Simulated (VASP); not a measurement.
Here is a VASP 6.6.1 calculation.

run.py

```python
from ase.calculators.vasp import Vasp
from ase.filters import FrechetCellFilter
from ase.io import read
from ase.optimize import BFGS

atoms = read('POSCAR')
calc = Vasp(
    directory='calc',
    xc='blyp',
    pp='PBE',
    setups='minimal',
    pp_version='54',
    prec='Accurate',
    encut=580,
    ediff=1e-06,
    ismear=-5,
    sigma=0.05,
    lreal=False,
    lasph=True,
    nelm=120,
    algo='Normal',
    isif=2,
    lwave=False,
    lcharg=False,
    ispin=2,
    lorbit=11,
    lmaxmix=4,
    kpts=[11, 11, 11],
    gamma=True,
)
atoms.calc = calc
opt = BFGS(FrechetCellFilter(atoms), trajectory='relax.traj')
converged = opt.run(fmax=0.02, steps=40)
print('converged:', converged)

print('energy (eV):', atoms.get_potential_energy())
print('free energy (eV):', atoms.get_potential_energy(force_consistent=True))
print('forces (eV/A):')
print(atoms.get_forces())
print('stress (eV/A^3, Voigt):', atoms.get_stress())
print('Fermi level (eV):', calc.get_fermi_level())
print('moment (muB):', atoms.get_magnetic_moment())
print('site moments (muB):', atoms.get_magnetic_moments())
print('cell (A, degrees):', atoms.cell.cellpar())
print('volume (A^3):', atoms.get_volume())
print('scaled positions:')
print(atoms.get_scaled_positions())
```

POSCAR

```
NiO
1.0
    0.0000000000      2.0859016414      2.0859016414
    2.0859016414      0.0000000000      2.0859016414
    2.0859016414      2.0859016414      0.0000000000
Ni O
1 1
Direct
    0.0000000000      0.0000000000      0.0000000000
    0.5000000000      0.5000000000      0.5000000000
```

Potentials or basis: VASP PAW PBE potentials, release 54 (Ni, O).

The run is started by

```console
$ python run.py
```

Predict the space group after relaxing (to 0.05 Å).

Fm-3m (No. 225).

What does it give for the band gap on the k mesh?

None (metal or under the smearing width).

What does it give for the relaxed cell?

a = 3.028 Å, b = 3.028 Å, c = 3.028 Å, α = 60.00°, β = 60.00°, γ = 60.00°.

The path:
```csv
step,energy change (eV),largest force (eV/Å),pressure (GPa),volume (Å³)
1,0.0000,0.0000,14.17,18.15
2,-0.0229,0.0000,10.76,18.47
3,-0.0575,0.0000,0.38,19.58
4,-0.0575,0.0000,0.02,19.62
```

Caveat: the PAW data sets were made with another functional, which shifts forces and pressure a little; a cell with one magnetic atom can't hold antiferromagnetic order, which such compounds often take; semilocal functionals often make such compounds metallic where correlation or magnetic order opens a gap, which also shifts bond lengths; tetrahedron occupations give inexact forces and stress in metals. BLYP gives volumes clearly too large for solids.
